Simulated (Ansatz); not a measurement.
# WSe2: a sublattice displacement scan

This session takes WSe2 and sets out to map the energy as every Se atom is pushed off its site.

Program: Ansatz 0.2.0. Level of theory: DFT PBEsol, scalar-relativistic, plane waves, PAW. These are calculated values, not measurements.

**1. Starting point**

It takes space group P-6m2 (No. 187, hexagonal). The conventional cell has a = 3.318 Å, b = 3.318 Å, c = 16.658 Å, α = 90.00°, β = 90.00°, γ = 120.00°. W (site symmetry -6m2) is surrounded by 6 Se at 2.54 Å. Se (site symmetry 3m) is surrounded by 3 W at 2.54 Å.

As a file:

```
CELL_PARAMETERS angstrom
3.31794 0.00000 0.00000
-1.65897 2.87342 0.00000
0.00000 0.00000 16.65814
ATOMIC_POSITIONS crystal
W 0.00000 0.00000 0.00000
Se 0.33333 0.66667 0.09979
Se 0.33333 0.66667 0.90021
```

It goes back to an entry of the Materials Project, which need not be the stable form.

The cell is taken as given, not relaxed at this level.

**2. Zero of energy**

Reference values: F = -21106.7061 eV; pressure -1.09 GPa; largest force 0.130 eV/Å; gap on the mesh 1.52 eV. It was computed beforehand with the settings of the runs below.

**3. Setting up a sublattice displacement scan**

Every Se atom is moved by x along the Cartesian unit vector (0.707, -0.707, 0.000); the cell and all other atoms stay fixed. Forces below are components along that vector, summed over the moved atoms.

**4. x = -0.300 Å**

Input file input.yaml:

```yaml
crystal:
  lattice:
    - [3.3179375931, 0.0, 0.0]
    - [-1.6589687966, 2.8734182438, 0.0]
    - [0.0, 0.0, 16.65814242]
  atoms:
    - { symbol: W, position: [0.0, 0.0, 0.0] }
    - { symbol: Se, position: [0.3063112617, 0.7404923392, 0.09978652] }
    - { symbol: Se, position: [0.3063112617, 0.7404923392, 0.90021348] }
basis:
  ecutwfc: 420
kpoints:
  mp_grid: { grid: [12, 12, 2] }
hamiltonian:
  xc: pbesol
scf:
  occupations: { method: gaussian, width: 0.05 }
output:
  forces: true
  stress: true
  eigenvalues: true
```

Launch:

```sh
ansatz run input.yaml --threads 1 --pin off --max-ram 2560MiB --backend cpu --events-out ev --progress --plain --runs-dir out
```

**5. At x = 0.225 Å**

input.yaml: that of step 4 with these lines changed.

```diff
@@ -7,4 +7,4 @@
     - { symbol: W, position: [0.0, 0.0, 0.0] }
-    - { symbol: Se, position: [0.3063112617, 0.7404923392, 0.09978652] }
-    - { symbol: Se, position: [0.3063112617, 0.7404923392, 0.90021348] }
+    - { symbol: Se, position: [0.353599887, 0.6112974123, 0.09978652] }
+    - { symbol: Se, position: [0.353599887, 0.6112974123, 0.90021348] }
 basis:
```

**6. Point x = -0.150 Å**

Input file input.yaml:

```yaml
crystal:
  lattice:
    - [3.3179375931, 0.0, 0.0]
    - [-1.6589687966, 2.8734182438, 0.0]
    - [0.0, 0.0, 16.65814242]
  atoms:
    - { symbol: W, position: [0.0, 0.0, 0.0] }
    - { symbol: Se, position: [0.3198222975, 0.7035795029, 0.09978652] }
    - { symbol: Se, position: [0.3198222975, 0.7035795029, 0.90021348] }
basis:
  ecutwfc: 420
kpoints:
  mp_grid: { grid: [12, 12, 2] }
hamiltonian:
  xc: pbesol
scf:
  occupations: { method: gaussian, width: 0.05 }
output:
  forces: true
  stress: true
  eigenvalues: true
  write_density: true
  write_potential: true
  elf: true
  volumetric_format: npy
```

**7. x = 0.075 Å**

Input file input.yaml:

```yaml
crystal:
  lattice:
    - [3.3179375931, 0.0, 0.0]
    - [-1.6589687966, 2.8734182438, 0.0]
    - [0.0, 0.0, 16.65814242]
  atoms:
    - { symbol: W, position: [0.0, 0.0, 0.0] }
    - { symbol: Se, position: [0.3400888512, 0.6482102485, 0.09978652] }
    - { symbol: Se, position: [0.3400888512, 0.6482102485, 0.90021348] }
basis:
  ecutwfc: 420
kpoints:
  mp_grid: { grid: [12, 12, 2] }
hamiltonian:
  xc: pbesol
scf:
  occupations: { method: gaussian, width: 0.05 }
output:
  forces: true
  stress: true
  eigenvalues: true
```

**8. x = 0.300 Å**

input.yaml: that of step 7 with these lines changed.

```diff
@@ -7,4 +7,4 @@
     - { symbol: W, position: [0.0, 0.0, 0.0] }
-    - { symbol: Se, position: [0.3400888512, 0.6482102485, 0.09978652] }
-    - { symbol: Se, position: [0.3400888512, 0.6482102485, 0.90021348] }
+    - { symbol: Se, position: [0.3603554049, 0.5928409941, 0.09978652] }
+    - { symbol: Se, position: [0.3603554049, 0.5928409941, 0.90021348] }
 basis:
```

**9. At x = -0.225 Å**

input.yaml: that of step 8 with these lines changed.

```diff
@@ -7,4 +7,4 @@
     - { symbol: W, position: [0.0, 0.0, 0.0] }
-    - { symbol: Se, position: [0.3603554049, 0.5928409941, 0.09978652] }
-    - { symbol: Se, position: [0.3603554049, 0.5928409941, 0.90021348] }
+    - { symbol: Se, position: [0.3130667796, 0.7220359211, 0.09978652] }
+    - { symbol: Se, position: [0.3130667796, 0.7220359211, 0.90021348] }
 basis:
```

**10. Point x = 0.150 Å**

input.yaml: that of step 9 with these lines changed.

```diff
@@ -7,4 +7,4 @@
     - { symbol: W, position: [0.0, 0.0, 0.0] }
-    - { symbol: Se, position: [0.3130667796, 0.7220359211, 0.09978652] }
-    - { symbol: Se, position: [0.3130667796, 0.7220359211, 0.90021348] }
+    - { symbol: Se, position: [0.3468443691, 0.6297538304, 0.09978652] }
+    - { symbol: Se, position: [0.3468443691, 0.6297538304, 0.90021348] }
 basis:
```

(Steps that only read results are left out.)

Q: Predict the outcome of this session.

As calculated:

| quantity | value |
| --- | --- |
| force constant along x, from the points at -0.150, 0 and 0.075 Å | 18.12 eV/Å² for the 2 moved atoms together |

What this shows: The restoring force grows by 18.12 eV/Å per Å near the site for the 2 atoms together, 9.06 on average. The step of 0.15 Å is wide, so anharmonic terms mix in. The undisturbed cell stays the lowest of the sampled points. The gap on the mesh stays between 1.16 and 1.52 eV. Spin-orbit coupling is left out, which matters for the bands of W. The cell holds empty space of several Å, a single layer or slab in vacuum, so volume, pressure and the long edge depend on that space.
